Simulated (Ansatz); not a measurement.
# Understanding zincblende-structured SrO from first principles

Level of theory: DFT, PBEsol, scalar-relativistic, no spin polarisation; plane waves to 420 eV with PAW datasets (Ansatz 0.2.0), 10×10×10 k-mesh, Gaussian smearing of 0.05 eV; PAW files: Ansatz's generated set soft_2.

This is a trial structure; measured cells of the compound in the Crystallography Open Database are in space group Fm-3m (rock salt).

The relaxed structure (symmetry read at 0.01 Å). The structure is cubic, space group F-43m (No. 216). The conventional cell has a = 5.539 Å, b = 5.539 Å, c = 5.539 Å, α = 90.00°, β = 90.00°, γ = 90.00°. Sr (site symmetry -43m) has 4 O at 2.40 Å as nearest neighbours. Around O (site symmetry -43m) lie 4 Sr at 2.40 Å. (Shells end 15 % past the nearest neighbour.)

Should it be a metal or an insulator?

Formal charges Sr²⁺, O²⁻ balance and leave closed shells on every ion, so a band insulator is expected, and the gap is 2.45 eV.

What kind of gap is it?

It is indirect: 2.45 eV, against 3.36 eV for the smallest direct gap. Within 0.6 eV of the edges the projected states are 97 % O 2p at the top of the valence band and 74 % Sr 5s at the bottom of the conduction band. The lowest excitation takes an electron from O back to Sr, as in polar semiconductors.

How stiff is it, in energy terms?

B0·V0 = 65.9 GPa × 21.24 Å³ = 8.74 eV/atom sets the scale: near the minimum ΔE ≈ ½ B0 V0 x², with x = V/V0 − 1, and a pressure of 0.7 GPa squeezes the volume by about 1 %. At the ends of the curve: x = −4.0 % predicts 7.0 meV/atom and the run gives 7.5; x = +4.0 % predicts 7.0 meV/atom and the run gives 6.6. The lopsidedness is anharmonic: atoms resist being pushed together more than being pulled apart.

Which Debye temperature follows from the elastic moduli?

K = 66 GPa and G = 14.5 GPa (Hill). With a density of 4.051 g/cm³ (mean mass 51.8 u, 21.24 Å³/atom), K = 65.8 and G = 14.47 GPa from the unrounded constants, v_l = √((K + 4G/3)/ρ) = 4580 m/s and v_t = √(G/ρ) = 1890 m/s. The mean [(1/v_l³ + 2/v_t³)/3]^(−1/3) is 2140 m/s, and θ_D = (ħ/k_B)(6π²/V)^(1/3) v_m ≈ 230 K, with V the volume an atom.

All results together:

```
Volume                                                : 21.24 Å³/atom
Band gap                                              : 2.45 eV
Smallest direct gap                                   : 3.36 eV
Formation energy from the elements (0 K, uncorrected) : -2.63 eV/atom
Bulk modulus (Birch–Murnaghan)                        : 66 GPa
Pressure derivative B0′                               : 3.9
Shear modulus (Hill)                                  : 14.5 GPa
Young's modulus                                       : 40 GPa
Poisson's ratio                                       : 0.40
Elastically stable                                    : yes
```

Semilocal functionals underestimate band gaps, commonly by a third or more.
